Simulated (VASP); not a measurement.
# Na (P6_3/mmc) in VASP: a series of runs, part 2 of 2

VASP 6.6.1. Earlier steps stand in the parts before.

**4. Electric field gradients, PBE (volume scaled by 0.96)**

The input, INCAR:

```
PREC = Accurate ; ENCUT = 520
EDIFF = 1E-8 ; ISMEAR = -1
SIGMA = 0.05 ; LREAL = False
LASPH = True ; NELM = 100
ALGO = Fast ; ISIF = 2
LWAVE = False ; LCHARG = False
GGA = PE ; LEFG = True
NBANDS = 14
```

The input, KPOINTS:

```
regular mesh
0
Gamma
  13 13 7
```

The input, POSCAR:

```
Na
1.0
    3.7160893377      0.0000000000      0.0000000000
   -1.8580446689      3.2182277692      0.0000000000
    0.0000000000      0.0000000000      6.0708276422
Na
2
Direct
    0.3333333333      0.6666666667      0.2500000000
    0.6666666667      0.3333333333      0.7500000000
```

Potentials or basis: VASP PAW PBE potentials, release 64 (Na_pv).

The run is started by

```
cat potpaw_PBE.64/Na_pv/POTCAR > POTCAR
mpirun -np 1 vasp_std > vasp.out
```

OUTCAR:

```text
PREC = Accurate
   ENCUT = 520
   EDIFF = 1E-8
   ISMEAR = -1
   LREAL = False
   LASPH = True
   NELM = 100
   ISIF = 2
   GGA = PE

 ion  position               nearest neighbor table
   1  0.333  0.667  0.250-
   2  0.667  0.333  0.750-

  LATTYP: Found a hexagonal cell.
 ALAT       =     3.7160893377
 C/A-ratio  =     1.6336603054

  Lattice vectors:

 A1 = (   3.7160893377,   0.0000000000,   0.0000000000)
 A2 = (  -1.8580446689,   3.2182277692,   0.0000000000)
 A3 = (   0.0000000000,   0.0000000000,   6.0708276422)

Analysis of symmetry for initial positions (statically):
=====================================================================
 Subroutine PRICEL returns:
 Original cell was already a primitive cell.

 Routine SETGRP: Setting up the symmetry group for a
 hexagonal supercell.

 Subroutine GETGRP returns: Found 24 space group operations
 (whereof 12 operations were pure point group operations)
 out of a pool of 24 trial point group operations.

The static configuration has the point symmetry D_3d.
 The point group associated with its full space group is D_6h.

Analysis of symmetry for dynamics (positions and initial velocities):
=====================================================================
 Subroutine PRICEL returns:
 Original cell was already a primitive cell.

 Routine SETGRP: Setting up the symmetry group for a
 hexagonal supercell.

 Subroutine GETGRP returns: Found 24 space group operations
 (whereof 12 operations were pure point group operations)
 out of a pool of 24 trial point group operations.

The dynamic configuration has the point symmetry D_3d.
[... 554 lines left out ...]
      5     -24.4922      2.00000
      6     -24.4922      2.00000
      7      -2.4933      2.00000
      8       0.4110      0.73908
      9       2.7027      0.00000
     10       7.2635      0.00000
     11       9.1667      0.00000
     12       9.2225      0.00000
     13      10.0615      0.00000
     14      11.0862      0.00000

 [... further k-points ...]

------------------------ aborting loop because EDIFF is reached ----------------------------------------

  FORCE on cell =-STRESS in cart. coord.  units (eV):
  Direction    XX          YY          ZZ          XY          YZ          ZX
  --------------------------------------------------------------------------------------
  -------------------------------------------------------------------------------------
  Total        0.0538650      0.0538650      0.1148514     -0.0000000      0.0000000      0.0000000
  in kB        1.1886848      1.1886848      2.5345227     -0.0000000      0.0000000      0.0000000
  external PRESSURE =       1.6372974 kB  Pullay stress =       0.0000000 kB

 VOLUME and BASIS-vectors are now :
 -----------------------------------------------------------------------------
  energy-cutoff  :      520.00
  volume of cell :       72.60
      direct lattice vectors                 reciprocal lattice vectors
     3.716089338  0.000000000  0.000000000     0.269100097  0.155365013  0.000000000
    -1.858044669  3.218227769  0.000000000     0.000000000  0.310730026  0.000000000
     0.000000000  0.000000000  6.070827642     0.000000000  0.000000000  0.164722186

 POSITION                                       TOTAL-FORCE (eV/Angst)
 -----------------------------------------------------------------------------------
     -0.00000      2.14549      1.51771         0.000000     -0.000000      0.000000
      1.85804      1.07274      4.55312        -0.000000      0.000000      0.000000
 -----------------------------------------------------------------------------------
    total drift:                                0.000000     -0.000000      0.000000

  FREE ENERGIE OF THE ION-ELECTRON SYSTEM (eV)
  ---------------------------------------------------
  free  energy   TOTEN  =        -2.6248360648 eV

  energy  without entropy=       -2.6171959614  energy(sigma->0) =       -2.62101601

 Electric field gradients (V/A^2)
---------------------------------------------------------------------
 ion       V_xx      V_yy      V_zz      V_xy      V_xz      V_yz
---------------------------------------------------------------------
   1       0.136     0.139    -0.275     0.003    -0.000     0.000
   2       0.136     0.139    -0.275     0.003     0.000    -0.000
---------------------------------------------------------------------

 Electric field gradients after diagonalization (V/A^2)
 (convention: |V_zz| > |V_xx| > |V_yy|)
----------------------------------------------------------------------
 ion       V_xx      V_yy      V_zz     asymmetry (V_yy - V_xx)/ V_zz
----------------------------------------------------------------------
   1       0.141     0.134    -0.275       0.027
   2       0.141     0.134    -0.275       0.027
----------------------------------------------------------------------

           NMR quadrupolar parameters

 Cq : quadrupolar parameter    Cq=e*Q*V_zz/h
 eta: asymmetry parameters     (V_yy - V_xx)/ V_zz
 Q  : nuclear electric quadrupole moment in mb (millibarn)
----------------------------------------------------------------------
 ion       Cq(MHz)       eta       Q (mb)
----------------------------------------------------------------------
   1      -0.001       0.027       1.000
   2      -0.001       0.027       1.000
----------------------------------------------------------------------
```

stdout:

```text
POSCAR found type information on POSCAR Na
 POSCAR found :  1 types and       2 ions
 scaLAPACK will be used
 LDA part: xc-table for (Slater+PW92), standard interpolation
 POSCAR, INCAR and KPOINTS ok, starting setup
 FFT: planning ... GRIDC
 FFT: planning ... GRID_SOFT
 FFT: planning ... GRID
 WAVECAR not read
 entering main loop
 num prob RMM:  16    -0.262483606478E+01   -0.39558E-08   -0.55380E-09  1454   0.802E-04
ion   1

ion   2
```

Wall time 35 s (1 thread of Intel Xeon 6975P-C (Granite Rapids), shared host); peak memory 0.21 GiB.

What came out:

```yaml
Free_energy: -2.6248 eV
Pressure: 0.2 GPa
Band_gap_on_the_k_mesh: none (metal or under the smearing width)
```

Levels at points of the mesh, in eV from the Fermi level:
```tsv
k point	band 4	band 5	band 6	band 7	band 8	band 9	band 10	band 11
(0.00, 0.00, 0.00)	-24.88	-24.88	-24.87	-3.32	0.56	0.98	10.11	10.11
```

Electric field gradients, principal values (V/Å²):
| atom | Vxx | Vyy | Vzz |
| --- | --- | --- | --- |
| 1 Na | 0.134 | 0.141 | -0.275 |
| 2 Na | 0.134 | 0.141 | -0.275 |

**5. Summary**

| level | potentials or basis | cell | gap on the mesh (eV) | pressure (GPa) |
| --- | --- | --- | --- | --- |
| LDA | VASP PAW LDA potentials, release 64 (Na_pv) | as given | none | -0.9 |
| PBEsol | VASP PAW PBE potentials, release 64 (Na_pv) | as given | none | -0.3 |
| PBE | VASP PAW PBE potentials, release 64 (Na_pv) | volume scaled by 0.96, PAW files | none | 0.2 |

Alike in all rows: task electric field gradients; no spin polarisation; k mesh 13 × 13 × 7; cutoff (eV) 520; smearing fermi-dirac 0.05 eV.

Caveats: the PAW data sets were made with another functional, which shifts forces and pressure a little (some runs).

Absolute energies hang on the potentials; compare differences alone.
